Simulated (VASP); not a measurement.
Set up this calculation in VASP 6.6.1, as the native input.

```
Task                   : band structure
Functional             : TB-mBJ
Potentials or basis    : VASP PAW PBE potentials, release 64 (Ca_sv, F)
Cutoff                 : 520 eV
k mesh                 : 8 × 8 × 8
Occupations            : gaussian, width 0.02 eV
Spin                   : no spin polarisation
Further INCAR settings : ALGO = Normal; EDIFF = 1e-06
```

Crystal: CaF2.

```
Ca F
1.0
     0.00000    2.71204    2.71204
     2.71204    0.00000    2.71204
     2.71204    2.71204    0.00000
Ca F
1 2
Direct
  0.00000 0.00000 0.00000
  0.25000 0.25000 0.25000
  0.75000 0.75000 0.75000
```

These files were run (other wordings do the same):

POSCAR

```
CaF2
1.0
    0.0000000000      2.7120400000      2.7120400000
    2.7120400000      0.0000000000      2.7120400000
    2.7120400000      2.7120400000      0.0000000000
Ca F
1 2
Direct
    0.0000000000      1.0000000000      0.0000000000
    0.2500000000      0.2500000000      0.2500000000
    0.7500000000      0.7500000000      0.7500000000
```

INCAR.step1

```
ALGO = Normal ; EDIFF = 1E-5
ENCUT = 520 ; GGA = PE
ISIF = 2 ; ISMEAR = 0
LASPH = True ; LCHARG = False
LREAL = False ; LWAVE = True
NELM = 80 ; PREC = Accurate
SIGMA = 0.02
```

INCAR.step2

```
ALGO = Normal ; EDIFF = 1E-6
ENCUT = 520 ; ISIF = 2
ISMEAR = 0 ; ISTART = 1
LASPH = True ; LCHARG = False
LREAL = False ; LWAVE = False
METAGGA = MBJ ; NELM = 80
PREC = Accurate ; SIGMA = 0.02
```

KPOINTS

```
k-points
0
Gamma
  8 8 8
```

KPOINTS_OPT

```
path GXWKGLUWLK,UX
20
line-mode
reciprocal
 0.0000000000  0.0000000000  0.0000000000  G
 0.5000000000  0.0000000000  0.5000000000  X

 0.5000000000  0.0000000000  0.5000000000  X
 0.5000000000  0.2500000000  0.7500000000  W

 0.5000000000  0.2500000000  0.7500000000  W
 0.3750000000  0.3750000000  0.7500000000  K

 0.3750000000  0.3750000000  0.7500000000  K
 0.0000000000  0.0000000000  0.0000000000  G

 0.0000000000  0.0000000000  0.0000000000  G
 0.5000000000  0.5000000000  0.5000000000  L

 0.5000000000  0.5000000000  0.5000000000  L
 0.6250000000  0.2500000000  0.6250000000  U

 0.6250000000  0.2500000000  0.6250000000  U
 0.5000000000  0.2500000000  0.7500000000  W

 0.5000000000  0.2500000000  0.7500000000  W
 0.5000000000  0.5000000000  0.5000000000  L

 0.5000000000  0.5000000000  0.5000000000  L
 0.3750000000  0.3750000000  0.7500000000  K

 0.6250000000  0.2500000000  0.6250000000  U
 0.5000000000  0.0000000000  0.5000000000  X
```

Potentials or basis: VASP PAW PBE potentials, release 64 (Ca_sv, F).

Command:

```bash
$ cat potpaw_PBE.64/Ca_sv/POTCAR potpaw_PBE.64/F/POTCAR > POTCAR
$ cp INCAR.step1 INCAR
$ mpirun -np 1 vasp_std > vasp.out
$ cp INCAR.step2 INCAR
$ mpirun -np 1 vasp_std > vasp.out
```

It gave:

- Band gap on the k mesh: 10.33 eV, direct
- Band gap along the path: 10.33 eV, direct

Wall time 2.2 min on 1 thread of Intel(R) Xeon(R) 6975P-C (Granite Rapids), with other jobs on the host, peak memory 0.19 GiB.
